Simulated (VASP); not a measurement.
# Ca (I4/mmm) in VASP: notebook

Runs on Ca. Level: LDA. Tasks: single point.

All numbers are computed with VASP 6.6.1; they aren't measurements. Logs are shortened: lines on timing, memory, paths and dates and some standing lists are left out, and cuts for length are marked.

## (1) The cell of the first run

It takes space group I4/mmm (No. 139, tetragonal). The conventional cell has a = 4.480 Å, b = 4.480 Å, c = 4.256 Å, α = 90.00°, β = 90.00°, γ = 90.00°. Ca (site symmetry 4/mmm) is surrounded by 10 Ca at 3.82 to 4.26 Å.

This isn't the form of Ca at room conditions, which is fcc.

## (2) Single point, LDA (strain +0.000 along x and y, -0.050 along z, atoms carried along)

INCAR

```
SYSTEM = Ca
  PREC = Accurate
  ENCUT = 520
  EDIFF = 1E-7
  ISMEAR = 0
  SIGMA = 0.15
  LREAL = .False.
  LASPH = .True.
  NELM = 100
  ALGO = Fast
  ISIF = 2
  LWAVE = .False.
  LCHARG = .False.
  GGA = CA
  NBANDS = 11
```

KPOINTS

```
Automatic mesh
0
Gamma
  16 16 16
  0 0 0
```

POSCAR

```
Ca
1.0
   -2.2400000000      2.2400000000      2.1280000000
    2.2400000000     -2.2400000000      2.1280000000
    2.2400000000      2.2400000000     -2.1280000000
Ca
1
Direct
    0.0000000000      0.0000000000      0.0000000000
```

Potentials or basis: VASP PAW LDA potentials, release 64 (Ca_sv).

The run is started by

```console
$ cat potpaw_LDA.64/Ca_sv/POTCAR > POTCAR
$ mpirun -np 1 vasp_std > vasp.out
```

OUTCAR:

```text
SYSTEM = Ca
   PREC = Accurate
   ENCUT = 520
   EDIFF = 1E-7
   ISMEAR = 0
   LREAL = .False.
   LASPH = .True.
   NELM = 100
   ISIF = 2
   GGA = CA

 ion  position               nearest neighbor table
   1  0.000  0.000  0.000-

  LATTYP: Found a body centered tetragonal cell.
 ALAT       =     4.4800000000
 C/A-ratio  =     0.9500000000

  Lattice vectors:

 A1 = (  -2.2400000000,   2.2400000000,   2.1280000000)
 A2 = (   2.2400000000,  -2.2400000000,   2.1280000000)
 A3 = (   2.2400000000,   2.2400000000,  -2.1280000000)

Analysis of symmetry for initial positions (statically):
=====================================================================
 Subroutine PRICEL returns:
 Original cell was already a primitive cell.

 Routine SETGRP: Setting up the symmetry group for a
 body centered tetragonal supercell.

 Subroutine GETGRP returns: Found 16 space group operations
 (whereof 16 operations were pure point group operations)
 out of a pool of 16 trial point group operations.

The static configuration has the point symmetry D_4h.

Analysis of symmetry for dynamics (positions and initial velocities):
=====================================================================
 Subroutine PRICEL returns:
 Original cell was already a primitive cell.

 Routine SETGRP: Setting up the symmetry group for a
 body centered tetragonal supercell.

 Subroutine GETGRP returns: Found 16 space group operations
 (whereof 16 operations were pure point group operations)
 out of a pool of 16 trial point group operations.

The dynamic configuration has the point symmetry D_4h.

 Subroutine INISYM returns: Found 16 space group operations
 (whereof 16 operations are pure point group operations),
 and found     1 'primitive' translations

----------------------------------------------------------------------------------------

                                     Primitive cell

  volume of cell :      42.7098

  direct lattice vectors                    reciprocal lattice vectors
    -2.240000000  2.240000000  2.128000000     0.000000000  0.223214286  0.234962406
     2.240000000 -2.240000000  2.128000000     0.223214286  0.000000000  0.234962406
     2.240000000  2.240000000 -2.128000000     0.223214286  0.223214286  0.000000000

  length of vectors
     3.816226408  3.816226408  3.816226408     0.324086330  0.324086330  0.315672670

  position of ions in fractional coordinates (direct lattice)
     0.000000000  0.000000000  0.000000000

  ion indices of the primitive-cell ions
   primitive index   ion index
                 1           1

----------------------------------------------------------------------------------------

 KPOINTS: Automatic mesh

Automatic generation of k-mesh.
 Grid dimensions read from file:
 generate k-points for:   16   16   16

 Generating k-lattice:

  Cartesian coordinates                     Fractional coordinates (reciprocal lattice)
     0.000000000  0.013950893  0.014685150     0.062500000  0.000000000  0.000000000
     0.013950893  0.000000000  0.014685150     0.000000000  0.062500000  0.000000000
     0.013950893  0.013950893  0.000000000     0.000000000  0.000000000  0.062500000

  Length of vectors
     0.020255396  0.020255396  0.019729542

  Shift w.r.t. Gamma in fractional coordinates (k-lattice)
     0.000000000  0.000000000  0.000000000

 Subroutine IBZKPT returns following result:
 ===========================================

 Found    349 irreducible k-points:

 Following reciprocal coordinates:
            Coordinates               Weight
  0.000000  0.000000  0.000000      1.000000
  0.062500  0.000000  0.000000      8.000000
  0.125000  0.000000  0.000000      8.000000
  0.187500  0.000000  0.000000      8.000000
  0.250000  0.000000  0.000000      8.000000
  0.312500  0.000000  0.000000      8.000000
[... 16 lines left out ...]
 -0.125000  0.062500  0.000000     16.000000
 -0.062500  0.062500  0.000000      4.000000
 [... further k-points ...]
   k-points           NKPTS =    349   k-points in BZ     NKDIM =    349   number of bands    NBANDS=     11
   number of dos      NEDOS =    301   number of ions     NIONS =      1
   total plane-waves  NPLWV =  21952
   dimension x,y,z NGX =    28 NGY =   28 NGZ =   28
   dimension x,y,z NGXF=    56 NGYF=   56 NGZF=   56
   ions per type =               1
   NGX,Y,Z   is equivalent  to a cutoff of  12.20, 12.20, 12.20 a.u.
   NGXF,Y,Z  is equivalent  to a cutoff of  24.40, 24.40, 24.40 a.u.
 SYSTEM =  Ca
   PREC   = accura    normal or accurate (medium, high low for compatibility)
   ISTART =      0    job   : 0-new  1-cont  2-samecut
   ICHARG =      2    charge: 1-file 2-atom 10-const
   ISPIN  =      1    spin polarized calculation?
   LNONCOLLINEAR =      F non collinear calculations
   LSORBIT =      F    spin-orbit coupling
   LASPH  =      T    aspherical Exc in radial PAW
   ENCUT  =  520.0 eV  38.22 Ry    6.18 a.u.   7.10  7.10  7.10*2*pi/ulx,y,z
   NELM   =    100;   NELMIN=  2; NELMDL= -5     # of ELM steps
   EDIFF  = 0.1E-06   stopping-criterion for ELM
   LREAL  =      F    real-space projection
   EDIFFG = 0.1E-05   stopping-criterion for IOM
   NSW    =      0    number of steps for IOM
   IBRION =     -1    ionic relax: 0-MD 1-quasi-New 2-CG
   NFREE  =      0    steps in history (QN), initial steepest desc. (CG)
   ISIF   =      2    stress and relaxation
   ISYM   =      2    0-nonsym 1-usesym 2-fastsym
   POTIM  = 0.5000    time-step for ionic-motion
   TEBEG  =    0.0;   TEEND  =   0.0 temperature during run
   PSTRESS=    0.0 pullay stress
   NELECT =      10.0000    total number of electrons
   NUPDOWN=      -1.0000    fix difference up-down
   EMIN   =  10.00;   EMAX   =-10.00  energy-range for DOS
   EFERMI =   0.00;   METHOD = LEGACY
   ISMEAR =     0;   SIGMA  =   0.15  broadening in eV -4-tet -1-fermi 0-gaus
   EFERMI_NEDOS =   21; number of points for ismear=-14 and -15
   IALGO  =     68    algorithm
   IMIX   =      4    mixing-type and parameters
     AMIX     =   0.40;   BMIX     =  1.00
     AMIX_MAG =   1.60;   BMIX_MAG =  1.00
  volume/ion in A,a.u.               =      42.71       288.22
  Fermi-wavevector in a.u.,A,eV,Ry     =   1.009018  1.906768 13.852329  1.018117
  Thomas-Fermi vector in A             =   2.141921
   LORBIT       =      0    0 simple, 1 ext, 2 COOP (PROOUT), +10 PAW based schemes
   GGA     = CA    functional components
   LHFCALC =     F    Hartree Fock is set to
   AEXX    =    0.0000 exact exchange contribution
   IVDW    =     0    specifies the selected vdW correction
   LEPSILON=     F    determine dielectric tensor
   LRPA    =     F    only Hartree local field effects (RPA)
 non-spin polarized calculation
 RMM-DIIS sequential band-by-band and
 Gauss-broadening in eV      SIGMA  =   0.15
  energy-cutoff  :      520.00
  volume of cell :       42.71
 maximum number of plane-waves:      1169
   NGX = 15   NGY = 15   NGZ = 15

 number of electron      10.0000002 magnetization

 Free energy of the ion-electron system (eV)
  ---------------------------------------------------
  ext. energy  EPLUGINS =         0.00000000
  ---------------------------------------------------
  free energy    TOTEN  =        -2.16973043 eV

  energy without entropy =       -2.15240830  energy(sigma->0) =       -2.16106937

 E-fermi :   1.7910     XC(G=0):  -7.9241

 val. band max:        1.7891678989   @ k =  -0.4375   0.5000   0.0625
 cond. band min:       1.7915186800   @ k =   0.3125   0.3125   0.0000
 fundamental gap:      0.0023507811
 Fermi energy:         1.7910188007

 k-point     1 :       0.0000    0.0000    0.0000
  band No.  band energies     occupation
      1     -39.8496      2.00000
      2     -21.0636      2.00000
      3     -21.0562      2.00000
      4     -21.0562      2.00000
      5      -2.2567      2.00000
      6       3.7803      0.00000
      7       4.0158      0.00000
      8       4.0158      0.00000
      9       4.8272      0.00000
     10       5.1224      0.00000
     11      11.8193      0.00000

 k-point     2 :       0.0625    0.0000    0.0000
  band No.  band energies     occupation
      1     -39.8490      2.00000
      2     -21.0673      2.00000
      3     -21.0581      2.00000
      4     -21.0580      2.00000
      5      -2.1849      2.00000
      6       3.7789      0.00000
      7       3.9891      0.00000
      8       4.0244      0.00000
      9       4.8211      0.00000
     10       5.0818      0.00000
     11      11.8928      0.00000

 k-point     3 :       0.1250    0.0000    0.0000
  band No.  band energies     occupation
      1     -39.8473      2.00000
      2     -21.0816      2.00000
      3     -21.0634      2.00000
      4     -21.0594      2.00000
      5      -1.9721      2.00000
      6       3.7035      0.00000
      7       3.8787      0.00000
      8       4.1311      0.00000
      9       4.8093      0.00000
     10       5.0118      0.00000
     11      11.6683      0.00000

 k-point     4 :       0.1875    0.0000    0.0000
  band No.  band energies     occupation
      1     -39.8448      2.00000
      2     -21.1043      2.00000
      3     -21.0714      2.00000
      4     -21.0601      2.00000
      5      -1.6273      2.00000
      6       3.5443      0.00000
      7       3.6393      0.00000
      8       4.3682      0.00000
      9       4.8229      0.00000
     10       4.9868      0.00000
     11      10.7350      0.00000
[... 239 lines left out ...]
 k-point    22 :      -0.1875    0.0625    0.0000
  band No.  band energies     occupation
      1     -39.8458      2.00000
      2     -21.0941      2.00000
      3     -21.0678      2.00000
      4     -21.0608      2.00000
      5      -1.7745      2.00000
      6       3.5913      0.00000
      7       3.7606      0.00000
      8       4.3058      0.00000
      9       4.7017      0.00000
     10       5.0688      0.00000
     11      11.2888      0.00000

 k-point    23 :      -0.1250    0.0625    0.0000
  band No.  band energies     occupation
      1     -39.8479      2.00000
      2     -21.0749      2.00000
      3     -21.0640      2.00000
      4     -21.0579      2.00000
      5      -2.0500      2.00000
      6       3.7160      0.00000
      7       3.9173      0.00000
      8       4.1403      0.00000
      9       4.7261      0.00000
     10       5.0920      0.00000
     11      11.5406      0.00000

 k-point    24 :      -0.0625    0.0625    0.0000
  band No.  band energies     occupation
      1     -39.8490      2.00000
      2     -21.0652      2.00000
      3     -21.0617      2.00000
      4     -21.0561      2.00000
      5      -2.1886      2.00000
      6       3.7613      0.00000
      7       3.9792      0.00000
      8       4.0674      0.00000
      9       4.7757      0.00000
     10       5.1172      0.00000
     11      11.7055      0.00000

 [... further k-points ...]

------------------------ aborting loop because EDIFF is reached ----------------------------------------

  FORCE on cell =-STRESS in cart. coord.  units (eV):
  Direction    XX          YY          ZZ          XY          YZ          ZX
  --------------------------------------------------------------------------------------
  -------------------------------------------------------------------------------------
  Total       -0.5104979     -0.5104979     -0.5119303      0.0000000      0.0000000      0.0000000
  in kB      -19.1503571    -19.1503571    -19.2040899      0.0000000      0.0000000      0.0000000
  external PRESSURE =     -19.1682680 kB  Pullay stress =       0.0000000 kB

 VOLUME and BASIS-vectors are now :
 -----------------------------------------------------------------------------
  energy-cutoff  :      520.00
  volume of cell :       42.71
      direct lattice vectors                 reciprocal lattice vectors
    -2.240000000  2.240000000  2.128000000     0.000000000  0.223214286  0.234962406
     2.240000000 -2.240000000  2.128000000     0.223214286  0.000000000  0.234962406
     2.240000000  2.240000000 -2.128000000     0.223214286  0.223214286  0.000000000

 POSITION                                       TOTAL-FORCE (eV/Angst)
 -----------------------------------------------------------------------------------
      0.00000      0.00000      0.00000        -0.000000      0.000000      0.000000
 -----------------------------------------------------------------------------------
    total drift:                               -0.000000     -0.000000     -0.000000

  FREE ENERGIE OF THE ION-ELECTRON SYSTEM (eV)
  ---------------------------------------------------
  free  energy   TOTEN  =        -2.1697304312 eV

  energy  without entropy=       -2.1524083008  energy(sigma->0) =       -2.16106937
```

Wall time 63 s (1 thread of Intel Xeon 6975P-C (Granite Rapids), shared host); peak memory 0.26 GiB.

What came out:

* Free energy: -2.1697 eV
* Pressure: -1.9 GPa
* Band gap on the k mesh: none (metal or under the smearing width)

Levels at points of the mesh, in eV from the Fermi level:
```
           k point  band 3  band 4  band 5  band 6  band 7  band 8
(0.00, 0.00, 0.00)  -22.85  -22.85   -4.05    1.99    2.22    2.22
(0.50, 0.00, 0.00)  -22.90  -22.85   -0.91    0.07    1.13    3.13
(0.50, 0.50, 0.00)  -22.90  -22.84   -1.03   -0.09    1.41    2.90
(0.50, 0.50, 0.50)  -22.95  -22.95   -0.03    0.06    3.59    3.59
```

## (3) Single point, LDA (strain +0.050 along x and y, +0.050 along z, atoms carried along)

INCAR, as its differences from that of step 2:

```diff
@@ -3,3 +3,3 @@
   ENCUT = 520
-  EDIFF = 1E-7
+  EDIFF = 1E-6
   ISMEAR = 0
@@ -13,3 +13,2 @@
   LCHARG = .False.
-  GGA = CA
   NBANDS = 11
```

KPOINTS is that of step 2.

POSCAR

```
Ca
1.0
   -2.3520000000      2.3520000000      2.3520000000
    2.3520000000     -2.3520000000      2.3520000000
    2.3520000000      2.3520000000     -2.3520000000
Ca
1
Direct
    0.0000000000      0.0000000000      0.0000000000
```

Potentials or basis: VASP PAW LDA potentials, release 64 (Ca_sv).

The run is started by

```console
$ cat potpaw_LDA.64/Ca_sv/POTCAR > POTCAR
$ mpirun -np 1 vasp_std > vasp.out
```

Wall time 30 s (1 thread of Intel Xeon 6975P-C (Granite Rapids), shared host); peak memory 0.2 GiB.

It converged, with:

* Free energy: -2.0026 eV
* Pressure: -3.6 GPa
* Band gap on the k mesh: none (metal or under the smearing width)

Levels at points of the mesh, in eV from the Fermi level:
```tsv
k point	band 3	band 4	band 5	band 6	band 7	band 8
(0.00, 0.00, 0.00)	-23.34	-23.34	-3.69	1.85	1.85	1.85
(0.50, 0.00, 0.00)	-23.36	-23.34	-0.86	-0.10	1.13	2.57
(0.50, 0.50, 0.50)	-23.39	-23.39	0.19	0.19	3.16	3.16
```

## (4) Single point, LDA (strain -0.025 along x and y, -0.050 along z, atoms carried along)

INCAR

```
PREC = Accurate
ENCUT = 520
EDIFF = 1E-6
ISMEAR = 0
SIGMA = 0.15
LREAL = F
LASPH = T
NELM = 100
ALGO = Fast
ISIF = 2
LWAVE = F
LCHARG = T
GGA = CA
LELF = T
LVHAR = T
NBANDS = 11
```

KPOINTS

```
regular mesh
0
Gamma
  16 16 16
```

POSCAR

```
Ca
1.0
   -2.1840000000      2.1840000000      2.1280000000
    2.1840000000     -2.1840000000      2.1280000000
    2.1840000000      2.1840000000     -2.1280000000
Ca
1
Direct
    0.0000000000      0.0000000000      0.0000000000
```

The run is started by

```console
$ cat potpaw_LDA.64/Ca_sv/POTCAR > POTCAR
$ mpirun -np 1 vasp_std > vasp.out
```

It took 53 s on 1 thread of Intel Xeon 6975P-C (Granite Rapids), shared host; peak memory 0.26 GiB.

The run converged. Its results:

* Free energy: -2.1902 eV
* Pressure: -1.2 GPa
* Band gap on the k mesh: none (metal or under the smearing width)

Levels at points of the mesh, in eV from the Fermi level:
```
           k point  band 3  band 4  band 5  band 6  band 7  band 8
(0.00, 0.00, 0.00)  -22.72  -22.72   -4.14    2.13    2.26    2.26
(0.50, 0.00, 0.00)  -22.78  -22.72   -0.96    0.09    1.18    3.26
(0.50, 0.50, 0.00)  -22.78  -22.72   -1.01    0.00    1.34    3.12
(0.50, 0.50, 0.50)  -22.84  -22.84   -0.07   -0.02    3.92    3.92
```

## (5) Single point, LDA (strain -0.050 along x and y, +0.025 along z, atoms carried along)

INCAR

```
SYSTEM = Ca
PREC = Accurate ; ENCUT = 520
EDIFF = 1E-7 ; ISMEAR = 0
SIGMA = 0.15 ; LREAL = .False.
LASPH = .True. ; NELM = 100
ALGO = Fast ; ISIF = 2
LWAVE = .False. ; LCHARG = .False.
NBANDS = 11
```

KPOINTS

```
regular mesh
0
Gamma
  16 16 16
  0 0 0
```

POSCAR

```
Ca
1.0
   -2.1280000000      2.1280000000      2.2960000000
    2.1280000000     -2.1280000000      2.2960000000
    2.1280000000      2.1280000000     -2.2960000000
Ca
1
Direct
    0.0000000000      0.0000000000      0.0000000000
```

The run is started by

```console
$ cat potpaw_LDA.64/Ca_sv/POTCAR > POTCAR
$ mpirun -np 1 vasp_std > vasp.out
```

Wall time 62 s (1 thread of Intel Xeon 6975P-C (Granite Rapids), shared host); peak memory 0.26 GiB.

Results (log left out):

```yaml
Free_energy: -2.1827 eV
Pressure: -1.6 GPa
Band_gap_on_the_k_mesh: none (metal or under the smearing width)
```

Stress tensor (GPa, compression positive):
```
-1.62  0.00  0.00
 0.00 -1.62  0.00
 0.00  0.00 -1.45
```

Levels at points of the mesh, in eV from the Fermi level:
| k point | band 1 | band 2 | band 3 | band 4 | band 5 | band 6 | band 7 | band 8 | band 9 | band 10 |
| --- | --- | --- | --- | --- | --- | --- | --- | --- | --- | --- |
| (0.00, 0.00, 0.00) | -41.57 | -22.78 | -22.78 | -22.77 | -4.09 | 2.09 | 2.09 | 2.42 | 3.04 | 3.45 |
| (0.50, 0.00, 0.00) | -41.56 | -22.93 | -22.83 | -22.78 | -1.01 | -0.03 | 1.38 | 2.95 | 3.56 | 4.27 |
| (0.50, 0.50, 0.00) | -41.55 | -22.93 | -22.83 | -22.79 | -0.85 | 0.22 | 0.97 | 3.42 | 3.66 | 4.34 |
| (0.50, 0.50, 0.50) | -41.54 | -22.90 | -22.88 | -22.88 | -0.10 | 0.07 | 3.19 | 4.02 | 4.11 | 4.11 |

## (6) Overview

| cell | further INCAR settings | gap on the mesh (eV) | pressure (GPa) |
| --- | --- | --- | --- |
| strain +0.000 along x and y, -0.050 along z, atoms carried along | ALGO = Fast; EDIFF = 1e-07; NBANDS = 11 | none | -1.9 |
| strain +0.050 along x and y, +0.050 along z, atoms carried along | ALGO = Fast; EDIFF = 1e-06; NBANDS = 11 | none | -3.6 |
| strain -0.025 along x and y, -0.050 along z, atoms carried along | ALGO = Fast; EDIFF = 1e-06; NBANDS = 11 | none | -1.2 |
| strain -0.050 along x and y, +0.025 along z, atoms carried along | ALGO = Fast; EDIFF = 1e-07; NBANDS = 11 | none | -1.6 |

Alike in all rows: task single point; level LDA; potentials or basis VASP PAW LDA potentials, release 64 (Ca_sv); no spin polarisation; k mesh 16 × 16 × 16; cutoff (eV) 520; smearing gaussian 0.15 eV.

Total energies depend on the potentials used, so only differences within one code and one set of settings carry meaning.
